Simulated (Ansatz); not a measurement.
# Ag (Fm-3m) in Ansatz: further runs

One crystal, Ag, is run at these levels: PBE; tasks: single point.

All numbers are computed with Ansatz 0.2.0; they aren't measurements. Logs are shortened: lines on timing, memory, paths and dates and some standing lists are left out, and cuts for length are marked.

### 1 The crystal as given

Symmetry: Fm-3m, No. 225, cubic system. Conventional cell: a = 4.085 Å, b = 4.085 Å, c = 4.085 Å, α = 90.00°, β = 90.00°, γ = 90.00°. Ag (site symmetry m-3m) has 12 Ag at 2.89 Å as nearest neighbours.

### 2 Single point, PBE

input.yaml reads:

```yaml
crystal:
  lattice:
    - [0.0, 2.04275, 2.04275]
    - [2.04275, 0.0, 2.04275]
    - [2.04275, 2.04275, 0.0]
  atoms:
    - { symbol: Ag, position: [0.0, 0.0, 0.0] }
hamiltonian:
  xc: pbe
  pseudopotentials: { kind: paw }
kpoints:
  mp_grid: { grid: [11, 11, 11] }
scf:
  occupations: { method: gaussian, width: 0.023 }
output:
  forces: true
  stress: true
  eigenvalues: true
  write_density: true
  write_potential: true
  elf: true
  volumetric_format: npy
```

Potentials or basis: Ansatz PAW.

Launch:

```
ansatz run input.yaml --threads 2 --pin off --max-ram 5632MiB --backend cpu --events-out ev --progress --plain --runs-dir out
```

What it wrote:

```text
Warning: RAYON_NUM_THREADS=2 ignored (pool sized by the plan → 2); use --threads N
Engine: ansatz 0.2.0, aarch64-unknown-linux-gnu
Pseudopotentials: kind: paw
Pseudopotential: Ag, paw, valence charge 19, recommended cutoff 420 eV (normal), Ag.paw.azcp
Functional definition: PBE
  parameter kappa = 0.804
  parameter beta = 0.06672455060314922
  exchange = pbe_x(kappa = kappa, mu = beta*pi^2/3)
  correlation = pbe_c(beta = beta)
Crystal: 1 atoms, lattice volume = 17.048 Å³
Basis set: ecut = 420 eV, 331 PW (Γ), exchange–correlation on 40×40×40 points (8 copies of the dense FFT grid, shifted against one another)
Bands: 14, of which v1, the nominal top of the filled ones, is band 10 counted from 1 (9 counted from 0)
Symmetry: 48 space group operations
Space group: Fm-3m (ITA 225), of the structure as read, at distance tolerance 2.6e-5 Å
k-points: 56 of 1331
Non-local potential: Ag, projectors of the file, l = 0: 3, l = 1: 2, l = 2: 2, l = 3: 1
PAW form: soft (Blöchl's): semilocal exchange-correlation on the pseudo side does not see the compensation charge
PAW one-centre angular grid: Ag, 590 points (default); XC on 64 Gauss nodes
Initial density: superposition of atomic densities (neutral atoms: chi_scale 0, normalization atom), corrected by the library's trained network
Initial wavefunctions: pseudopotential atomic-orbital guess
Functional: x = pbe(κ = 0.804, μ = 0.2195149727645171), c = pbe(β = 0.06672455060314922)
SCF iter   1: F=—  HF=-7590.544732 eV  |F-HF|=—  |Δ(HF+E_count)|=         —  Δρ=1.10e-3  dr2=1.10e-4  ethr=1.77e-3  ⟨swp⟩=5.0  Hψ=4070  notcnv=0
preconditioner: auto → none  [insulator: Δε(μ)=0.095 eV  Ē_g=16.255 eV  σ=0.023 eV  W_gap=0.98  n_scr=8 (ndim 8)  ℏωp=29.8 eV  f_vac=0.000  D(μ)=0.11/eV (n_scr^D=0)  ε∞_Penn≈4.4]
SCF iter   2: F=—  HF=-7590.544921 eV  |F-HF|=—  |Δ(HF+E_count)|=   1.89e-4  Δρ=5.39e-4  dr2=1.58e-5  ethr=5.79e-7  ⟨swp⟩=2.7  Hψ=1758  notcnv=0  defer=4
SCF iter   3: F=—  HF=-7590.544941 eV  |F-HF|=—  |Δ(HF+E_count)|=   1.93e-5  Δρ=2.83e-4  dr2=3.01e-6  ethr=8.30e-8  ⟨swp⟩=2.0  Hψ=1094  notcnv=0  defer=4
SCF iter   4: F=—  HF=-7590.544955 eV  |F-HF|=—  |Δ(HF+E_count)|=   1.41e-5  Δρ=6.68e-5  dr2=1.39e-7  ethr=1.58e-8  ⟨swp⟩=2.0  Hψ=1070  notcnv=0  defer=4
iter 5 did not close the SCF: its close was put off for the readings that it lacked (scf_convergence_deferred on its scf_iter line)
SCF iter   5: F=-7590.544956 eV  HF=-7590.544956 eV  |F-HF|=1.67e-8  |Δ(HF+E_count)|=   8.47e-7  Δρ=1.01e-5  dr2=4.72e-9  ethr=7.32e-10  ⟨swp⟩=2.0  Hψ=1077  notcnv=0  defer=4
SCF iter   6: F=-7590.544956 eV  HF=-7590.544956 eV  |F-HF|=7.55e-11  |Δ(HF+E_count)|=   1.80e-8  Δρ=6.97e-7  dr2=2.48e-11  ethr=2.48e-11  ⟨swp⟩=4.8  Hψ=3860  notcnv=0
SCF 1 converged in 6 iterations: F = -7590.544956 eV  dr2 = 2.48e-11
SCF converged after 6 iterations
Free energy (F): -7590.544956 eV
Harris-Foulkes:  -7590.544956 eV  (|F-HF|=7.55e-11)
Internal energy: -7590.544926 eV  (E = F + TS)
E sigma→0 (E₀):  -7590.544941 eV
Entropy (-TS):   -0.000030 eV (-0.030 meV/atom)
Fermi energy:    17.633127 eV
--- Per-component energies (eV) ---
  E_band       = -234.191185
  E_kinetic    = 527.470296
  E_local      = -2193.129078  (includes V_loc(G=0)·N_el)
  E_nonlocal   = 79.832669
  E_hartree    = 999.009799
  E_xc         = -185.075308
  E_vxc        = -235.190782  (∫ρ·V_xc dr)
  E_paw        = -3901.830694  (= ΣΔE_a)
  E_vpaw       = -411.194384  (= ΣTr[D̂ρ^β])
  E_aug_tail   = 0.000328  (compensation charges beyond the density's cutoff)
  E_ewald      = -2916.822938
  E_smearing   = -0.000030  (= −TS)
  E_closure    = -0.000000  (closes the sum)
  Σ components = -7590.544956   (vs F -7590.544956, Δ=0.00e0)
--- Forces (eV/Å), atoms counted from 1 ---
  atom   1  Ag    -0.00000000     0.00000000    -0.00000000
  max |Σ_I F_I| component: 6.78e-32 eV/Å
--- Stress (GPa, compression-positive) ---
        4.272757      -0.000000       0.000000
       -0.000000       4.272757       0.000000
        0.000000       0.000000       4.272757
  P = ⅓ Tr σ = 4.2728 GPa (42.728 kbar)
--- Band table (eV; the first three rows and the last of 56) ---
  k-point 0: bands = ["-74.6119", "-38.0022", "-38.0022", "-38.0022", "9.5844", "12.5718", "12.5718", "12.5718", "13.6104", "13.6104", "33.2528", "36.8350", "36.8350", "36.8350"]
  k-point 1: bands = ["-74.6105", "-38.0153", "-38.0042", "-38.0042", "9.8403", "12.5165", "12.6404", "12.6404", "13.5862", "13.5862", "33.2282", "35.0894", "36.9462", "36.9462"]
  k-point 2: bands = ["-74.6068", "-38.0503", "-38.0095", "-38.0095", "10.5067", "12.4809", "12.7635", "12.7635", "13.5957", "13.5957", "31.0788", "34.1250", "37.1086", "37.1086"]
  k-point 55: bands = ["-74.5892", "-38.1168", "-38.1079", "-38.0625", "11.6854", "12.0973", "12.5189", "13.6316", "14.5563", "22.7221", "22.9060", "24.6889", "26.5793", "38.3984"]
```

It took 0.72 s on 2 threads of Arm Neoverse V1, shared host; peak memory 0.26 GiB.

Results:

```
Free energy            : -7590.5450 eV
Pressure               : 4.3 GPa
Band gap on the k mesh : none (metal or under the smearing width)
```

### 3 Single point, PBE

Edit input.yaml of step 2 so:

```diff
@@ -13,3 +13,3 @@
 scf:
-  occupations: { method: gaussian, width: 0.023 }
+  occupations: { method: gaussian, width: 0.024 }
 output:
```

Potentials or basis: Ansatz PAW.

Launch:

```
ansatz run input.yaml --threads 2 --pin off --max-ram 5632MiB --backend cpu --events-out ev --progress --plain --runs-dir out
```

What it wrote:

```text
Warning: RAYON_NUM_THREADS=2 ignored (pool sized by the plan → 2); use --threads N
[... 8 set-up lines as earlier in the session ...]
Crystal: 1 atoms, lattice volume = 17.048 Å³
Basis set: ecut = 420 eV, 331 PW (Γ), exchange–correlation on 40×40×40 points (8 copies of the dense FFT grid, shifted against one another)
Bands: 14, of which v1, the nominal top of the filled ones, is band 10 counted from 1 (9 counted from 0)
[... 2 set-up lines as earlier in the session ...]
k-points: 56 of 1331
[... 6 set-up lines as earlier in the session ...]
SCF iter   1: F=—  HF=-7590.544733 eV  |F-HF|=—  |Δ(HF+E_count)|=         —  Δρ=1.10e-3  dr2=1.10e-4  ethr=1.77e-3  ⟨swp⟩=5.0  Hψ=4065  notcnv=0
preconditioner: auto → none  [insulator: Δε(μ)=0.095 eV  Ē_g=16.255 eV  σ=0.024 eV  W_gap=0.98  n_scr=8 (ndim 8)  ℏωp=29.8 eV  f_vac=0.000  D(μ)=0.11/eV (n_scr^D=0)  ε∞_Penn≈4.4]
SCF iter   2: F=—  HF=-7590.544922 eV  |F-HF|=—  |Δ(HF+E_count)|=   1.89e-4  Δρ=5.39e-4  dr2=1.58e-5  ethr=5.79e-7  ⟨swp⟩=2.7  Hψ=1747  notcnv=0  defer=4
SCF iter   3: F=—  HF=-7590.544942 eV  |F-HF|=—  |Δ(HF+E_count)|=   1.94e-5  Δρ=2.83e-4  dr2=3.01e-6  ethr=8.29e-8  ⟨swp⟩=2.0  Hψ=1098  notcnv=0  defer=4
SCF iter   4: F=—  HF=-7590.544956 eV  |F-HF|=—  |Δ(HF+E_count)|=   1.41e-5  Δρ=6.68e-5  dr2=1.39e-7  ethr=1.58e-8  ⟨swp⟩=2.0  Hψ=1070  notcnv=0  defer=4
iter 5 did not close the SCF: its close was put off for the readings that it lacked (scf_convergence_deferred on its scf_iter line)
SCF iter   5: F=-7590.544957 eV  HF=-7590.544957 eV  |F-HF|=1.67e-8  |Δ(HF+E_count)|=   8.47e-7  Δρ=1.01e-5  dr2=4.70e-9  ethr=7.31e-10  ⟨swp⟩=2.0  Hψ=1077  notcnv=0  defer=4
SCF iter   6: F=-7590.544957 eV  HF=-7590.544957 eV  |F-HF|=7.37e-11  |Δ(HF+E_count)|=   1.83e-8  Δρ=6.96e-7  dr2=2.48e-11  ethr=2.47e-11  ⟨swp⟩=4.8  Hψ=3860  notcnv=0
SCF 1 converged in 6 iterations: F = -7590.544957 eV  dr2 = 2.48e-11
SCF converged after 6 iterations
Free energy (F): -7590.544957 eV
Harris-Foulkes:  -7590.544957 eV  (|F-HF|=7.37e-11)
Internal energy: -7590.544925 eV  (E = F + TS)
E sigma→0 (E₀):  -7590.544941 eV
Entropy (-TS):   -0.000031 eV (-0.031 meV/atom)
Fermi energy:    17.631732 eV
--- Per-component energies (eV) ---
  E_band       = -234.191168
  E_kinetic    = 527.470306
  E_local      = -2193.129104  (includes V_loc(G=0)·N_el)
  E_nonlocal   = 79.832668
  E_hartree    = 999.009821
  E_xc         = -185.075312
  E_vxc        = -235.190787  (∫ρ·V_xc dr)
  E_paw        = -3901.830696  (= ΣΔE_a)
  E_vpaw       = -411.194390  (= ΣTr[D̂ρ^β])
  E_aug_tail   = 0.000328  (compensation charges beyond the density's cutoff)
  E_ewald      = -2916.822938
  E_smearing   = -0.000031  (= −TS)
  E_closure    = 0.000000  (closes the sum)
  Σ components = -7590.544957   (vs F -7590.544957, Δ=0.00e0)
--- Forces (eV/Å), atoms counted from 1 ---
  atom   1  Ag    -0.00000000     0.00000000     0.00000000
  max |Σ_I F_I| component: 5.55e-32 eV/Å
--- Stress (GPa, compression-positive) ---
        4.272804       0.000000       0.000000
       -0.000000       4.272804       0.000000
        0.000000       0.000000       4.272804
  P = ⅓ Tr σ = 4.2728 GPa (42.728 kbar)
--- Band table (eV; the first three rows and the last of 56) ---
  k-point 0: bands = ["-74.6119", "-38.0022", "-38.0022", "-38.0022", "9.5844", "12.5718", "12.5718", "12.5718", "13.6104", "13.6104", "33.2528", "36.8350", "36.8350", "36.8350"]
  k-point 1: bands = ["-74.6105", "-38.0153", "-38.0042", "-38.0042", "9.8403", "12.5165", "12.6404", "12.6404", "13.5862", "13.5862", "33.2282", "35.0894", "36.9462", "36.9462"]
  k-point 2: bands = ["-74.6068", "-38.0503", "-38.0095", "-38.0095", "10.5067", "12.4809", "12.7635", "12.7635", "13.5957", "13.5957", "31.0788", "34.1250", "37.1086", "37.1086"]
  k-point 55: bands = ["-74.5892", "-38.1168", "-38.1079", "-38.0625", "11.6854", "12.0973", "12.5189", "13.6316", "14.5563", "22.7221", "22.9060", "24.6889", "26.5793", "38.3984"]
```

v_z.tsv:

```text
# z_ang	v_es[eV]	v_tot[eV]
# format = ansatz-planar-average/11
# xc	pbe
# density_cutoff_ev	1680
# datasets	Ag=:simpson_from_first_knot:soft
# lattice	0.000000000	2.042750000	2.042750000
# lattice	2.042750000	0.000000000	2.042750000
# lattice	2.042750000	2.042750000	0.000000000
# sites	1
# site	47	0.000000000	0.000000000	0.000000000
0.000000	4.724440e0	-1.025263e1
0.144444	5.016325e0	-9.817159e0
0.288888	5.877549e0	-8.543127e0
0.433333	7.256568e0	-6.521296e0
0.577777	9.055366e0	-3.908333e0
0.722221	1.112320e1	-9.298354e-1
[... 12 lines left out ...]
2.599996	5.877549e0	-8.543127e0
2.744441	5.016325e0	-9.817159e0
```

It took 0.7 s on 2 threads of Arm Neoverse V1, shared host; peak memory 0.26 GiB.

Results:

```
Free energy            : -7590.5450 eV
Pressure               : 4.3 GPa
Band gap on the k mesh : none (metal or under the smearing width)
```

Levels at points of the mesh, in eV from the Fermi level:
```tsv
k point	band 8	band 9	band 10	band 11	band 12	band 13
(0.00, 0.00, 0.00)	-5.06	-4.02	-4.02	15.62	19.20	19.20
```
